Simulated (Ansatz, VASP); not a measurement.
**Two plane-wave programs on Ag**

```xyz
1
Lattice="-1.6747 1.6747 1.5002 1.6747 -1.6747 1.5002 1.6747 1.6747 -1.5002" Properties=species:S:1:pos:R:3 pbc="T T T"
Ag    0.0000    0.0000    0.0000
```

Alike in both runs: functional PBEsol; k mesh 10 × 10 × 10; occupations gaussian, width 0.1 eV; no spin polarisation.

Ansatz relaxed the structure, and its values are those at the end. VASP's run is a single point on that final structure, the one shown.

|  | VASP | Ansatz |
| --- | --- | --- |
| version | VASP 6.6.1 | Ansatz 0.2.0 |
| potentials or method | VASP PAW PBE potentials, release 64 (Ag) | scalar-relativistic, plane waves, PAW |
| plane-wave cutoff (eV) | 520 | 420 |
| valence electrons in the cell | 11 | 19 |

Ansatz gave:

| Quantity | Value |
| --- | --- |
| gap on the k mesh at the Fermi level (eV) | none |
| pressure (GPa) | 0.1 |

**Question.** Which values does VASP return?

**Answer.** gap on the k mesh at the Fermi level (eV): none; pressure (GPa): -0.1.

A gap of «none» marks a metal or a gap that the smearing closes. The functional is the same, so the differences come from potentials, cutoffs and numerics. The two sets of potentials don't hold the same shells in valence.

Caveats: the PAW data sets were made with another functional, which shifts forces and pressure a little (VASP).
